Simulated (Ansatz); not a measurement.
TiTe:

```
Ti Te
1.0
     0.00000    3.31060    3.31060
     3.31060    0.00000    3.31060
     3.31060    3.31060    0.00000
Ti Te
1 1
Direct
  0.00000 0.00000 0.00000
  0.25000 0.25000 0.25000
```

The cell comes from a database or a generator and needn't be the stable form of this composition.

* Program: Ansatz 0.2.0
* Task: relaxation of cell and atoms
* Functional: PBEsol0
* Potentials or basis: Ansatz PAW
* Cutoff: 420 eV (not typed: the program's choice for these potentials)
* k mesh: 4 × 4 × 4
* Occupations: fermi-dirac, width 0.05 eV
* Spin: no spin polarisation

At the start: volume 36.28 Å³/atom.

Question: How do energy, volume and symmetry change on relaxing?

Answer: It ends after 6 steps and the volume is 28.98 Å³/atom (-20.1 %); space group F-43m (No. 216, to 0.05 Å).

The path:
```
step  energy change (eV)  largest force (eV/Å)  volume (Å³)
   1              0.0000                0.0000        72.57
   2             -0.4526                0.0000        62.46
   3             -0.4987                0.0000        55.70
   4             -0.5177                0.0000        58.24
   5             -0.5181                0.0000        57.96
   6             -0.5157                0.0000        57.96
```

Final structure:
```
Ti Te
1.0
     0.00000    3.07155    3.07155
     3.07155    0.00000    3.07155
     3.07155    3.07155    0.00000
Ti Te
1 1
Direct
  0.00000 0.00000 0.00000
  0.25000 0.25000 0.25000
```

Caveat: the k mesh is coarse (spacing up to 0.41 Å⁻¹), so the values aren't converged, least of all with exact exchange; the volume moved by over 15 % at a fixed basis, so the end points are rough; the plane-wave basis is chosen anew once the cell has moved, so the energies of steps on either side of that aren't comparable; the PAW data sets come from PBE, with cores solved anew for the run's functional, which leaves a small shift of forces and pressure.
